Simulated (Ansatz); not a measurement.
**CdS (P6_3mc)**

Level of theory: Ansatz, DFT PBE, scalar-relativistic, plane waves, PAW.

Settings: cutoff 420 eV, Γ-centred mesh 12×12×4 on the computed 4-atom cell, Gaussian smearing of 0.02 eV; no spin polarisation.

The structure is relaxed at this level of theory with its symmetry kept, and needn't be the ground state of this composition.

```
CELL_PARAMETERS angstrom
4.19712 0.00000 0.00000
-2.09856 3.63481 0.00000
0.00000 0.00000 6.82790
ATOMIC_POSITIONS crystal
Cd 0.33333 0.66667 0.00416
Cd 0.66667 0.33333 0.50416
S 0.33333 0.66667 0.38084
S 0.66667 0.33333 0.88084
```

- Space group: P6_3mc (No. 186)
- Volume per atom: 26.04 Å³
- Formation energy from the elements' standard states (uncorrected): -0.660 eV/atom
- Kohn–Sham band gap: 1.11 eV, direct at Γ
- Orbital (Löwdin) character of the top 1 eV of the valence band: S 3p 90 %
- Orbital (Löwdin) character of the lowest 1 eV of the conduction band: Cd 5s 57 %, S 3p 21 %, S 3s 19 %
- Electron masses at the edge by direction of the standard setting (m_e; one valley, along these axes only; no spin-orbit coupling): x: 0.13; y: 0.13; z: 0.12
- Hole masses at the edge by direction of the standard setting (m_e; one valley, along these axes only; no spin-orbit coupling): x: 1.7, 0.13; y: 1.7, 0.13; z: 1.8, 1.8
- Bader charge by site (e): Cd (2 in the cell) 0.86, S (2 in the cell) -0.86

It was relaxed from a cell as deposited in COD. Kohn–Sham gaps at this level usually fall short of measured ones. Löwdin shares on free-atom orbitals overweight diffuse shells in the empty bands.
